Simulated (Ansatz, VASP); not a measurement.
**Two plane-wave programs on Ga**

```
CELL_PARAMETERS angstrom
-1.69476 1.69476 1.69476
1.69476 -1.69476 1.69476
1.69476 1.69476 -1.69476
ATOMIC_POSITIONS crystal
Ga 0.00000 0.00000 0.00000
```

Alike in both runs: task single point; functional PBE; k mesh 18 × 18 × 18; occupations gaussian, width 0.05 eV; no spin polarisation.

|  | VASP | Ansatz |
| --- | --- | --- |
| version | VASP 6.6.1 | Ansatz 0.2.0 |
| potentials or method | VASP PAW PBE potentials, release 64 (Ga_d) | scalar-relativistic, plane waves, PAW |
| plane-wave cutoff (eV) | 520 | 600 |
| valence electrons in the cell | 13 | 13 |

Ansatz gave:

| Property | Result |
| --- | --- |
| gap on the k mesh at the Fermi level (eV) | none |
| pressure (GPa) | -0.7 |

Question: What did VASP give for the same quantities?

Answer: gap on the k mesh at the Fermi level (eV): none; pressure (GPa): -0.6.

A gap of «none» marks a metal or a gap that the smearing closes.
